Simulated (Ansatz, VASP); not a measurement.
## One calculation of CdSe (Cadmoselite), two programs

File INCAR:

```
PREC     = Accurate       # precision mode
ENCUT    = 520            # plane-wave cutoff, eV
EDIFF    = 1E-7           # SCF threshold, eV
ISMEAR   = -1             # smearing method
SIGMA    = 0.05           # smearing width, eV
LREAL    = False          # projectors in reciprocal space
LASPH    = True           # aspherical terms in the spheres
NELM     = 80             # most SCF steps
ALGO     = Normal         # electronic algorithm
ISIF     = 2              # what is computed and relaxed
LWAVE    = False          # write WAVECAR
LCHARG   = False          # write CHGCAR
GGA      = B5             # functional
ALDAX    = 1.0          
AGGAX    = 1.0          
AGGAC    = 1.0          
ALDAC    = 0.0          
NBANDS   = 26             # bands
```

KPOINTS

```
regular mesh
0
Gamma
  7 7 4
```

The input POSCAR:

```
CdSe
1.0
    4.2418847678      0.0000000000      0.0000000000
   -2.1209423839      3.6735799689      0.0000000000
    0.0000000000      0.0000000000      6.9251235047
Cd Se
2 2
Direct
    0.6666666667      0.3333333333      0.5000000000
    0.3333333333      0.6666666667      0.0000000000
    0.6666666667      0.3333333333      0.8850000000
    0.3333333333      0.6666666667      0.3850000000
```

Contents of input.yaml:

```yaml
crystal:
  lattice:
    - [4.2418847678, 0.0, 0.0]
    - [-2.1209423839, 3.6735799689, 0.0]
    - [0.0, 0.0, 6.9251235047]
  atoms:
    - { symbol: Cd, position: [0.6666666667, 0.3333333333, 0.5] }
    - { symbol: Cd, position: [0.3333333333, 0.6666666667, 0.0] }
    - { symbol: Se, position: [0.6666666667, 0.3333333333, 0.885] }
    - { symbol: Se, position: [0.3333333333, 0.6666666667, 0.385] }
hamiltonian:
  xc: blyp
  pseudopotentials: { kind: paw }
kpoints:
  mp_grid: { grid: [7, 7, 4] }
scf:
  occupations: { method: fermi_dirac, width: 0.05 }
output:
  forces: true
  stress: true
  eigenvalues: true
```

Alike in both runs: task single point; functional BLYP; k mesh 7 × 7 × 4; occupations fermi-dirac, width 0.05 eV; no spin polarisation.

```csv
,VASP,Ansatz
version,VASP 6.6.1,Ansatz 0.2.0
potentials or method,"VASP PAW PBE potentials, release 64 (Cd, Se)",Ansatz PAW
plane-wave cutoff (eV),520,420
valence electrons in the cell,36,72
```

```csv
,VASP,Ansatz,Ansatz less VASP
gap on the k mesh at the Fermi level (eV),0.76,0.72,-0.032
least direct gap on the mesh (eV),0.76,0.72,-0.032
pressure (GPa),9.3,8.8,-0.55
largest component of the traceless stress (GPa),1.85,1.77,-0.087
rms of the force components (eV/Å),0.210,0.201,-0.0083
```

Atom by atom the forces differ by 0.008 eV/Å (rms over components). The two sets of potentials don't hold the same shells in valence.

Caveats: the PAW data sets were made with another functional, which shifts forces and pressure a little (VASP); odd divisions of the mesh miss points on the zone boundary, where band edges often lie, so the gap on the mesh can be too wide (Ansatz); the PAW data sets come from PBE, with cores solved anew for the run's functional, which leaves a small shift of forces and pressure (Ansatz). A hybrid or GW would open this gap; BLYP tends to underestimate it.
